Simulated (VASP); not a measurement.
**CoSi2 (lda): single point with LDA**

Crystal: CoSi2 (lda).

```
Co Si
1.0
     0.00000    2.67800    2.67800
     2.67800    0.00000    2.67800
     2.67800    2.67800    0.00000
Co Si
1 2
Direct
  0.00000 0.00000 0.00000
  0.25000 0.25000 0.25000
  0.75000 0.75000 0.75000
```

```yaml
Program: VASP 6.6.1
Task: single point
Functional: LDA
Potentials_or_basis: VASP PAW LDA potentials, release 64 (Co, Si)
Cutoff: 520 eV
k_mesh: 6 × 6 × 6
Occupations: gaussian, width 0.1 eV
Spin: no spin polarisation
```

- Pressure: -8.1 GPa
- Band gap on the k mesh: none (metal or under the smearing width)

Levels at points of the mesh, in eV from the Fermi level:
```
           k point  band 5  band 6  band 7  band 8  band 9  band 10  band 11  band 12  band 13  band 14
(0.00, 0.00, 0.00)   -2.04   -2.04    0.53    3.28    3.28     3.28     3.33     3.33     3.33     5.49
(0.50, 0.00, 0.00)   -2.35   -1.78   -1.78   -0.58   -0.58     2.49     3.29     3.29     4.15    10.22
(0.50, 0.50, 0.00)   -3.75   -2.14   -2.14   -2.05   -1.47     1.41     2.78     8.48     9.35     9.35
```

Wall time 5.5 s on 1 thread of Intel(R) Xeon(R) 6975P-C (Granite Rapids) (shared host), peak memory 0.14 GiB.

Spin polarisation is off, so any magnetic state and its effect on volume and gap are missing.
